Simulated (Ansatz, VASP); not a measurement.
# Al in VASP and in Ansatz

```
CELL_PARAMETERS angstrom
2.85464 0.00000 0.00000
-1.42732 2.39912 0.00000
0.00000 0.00000 4.86685
ATOMIC_POSITIONS crystal
Al 0.66667 0.33333 0.75000
Al 0.33333 0.66667 0.25000
```

Change from the starting cell: strain +0.0150 x Voigt [1, -1, 0, 0, 0, 0], atoms carried along.

Alike in both runs: task single point; functional PBE; dispersion D3(BJ); k mesh 18 × 18 × 10; occupations gaussian, width 0.15 eV; no spin polarisation.

|  | VASP | Ansatz |
| --- | --- | --- |
| version | VASP 6.6.1 | Ansatz 0.2.0 |
| potentials or method | VASP PAW PBE potentials, release 64 (Al) | scalar-relativistic, plane waves, PAW |
| plane-wave cutoff (eV) | 520 | 420 |
| valence electrons in the cell | 6 | 6 |

Ansatz gave:

| Property | Result |
| --- | --- |
| gap on the k mesh at the Fermi level (eV) | none |
| pressure (GPa) | -3.1 |
| largest component of the traceless stress (GPa) | 1.67 |

Q: Estimate VASP's values.

A: gap on the k mesh at the Fermi level (eV): none; pressure (GPa): -3.1; largest component of the traceless stress (GPa): 1.66.

A gap of «none» marks a metal or a gap that the smearing closes.

Caveats: pairwise dispersion overbinds metals, which lowers pressure and volume.
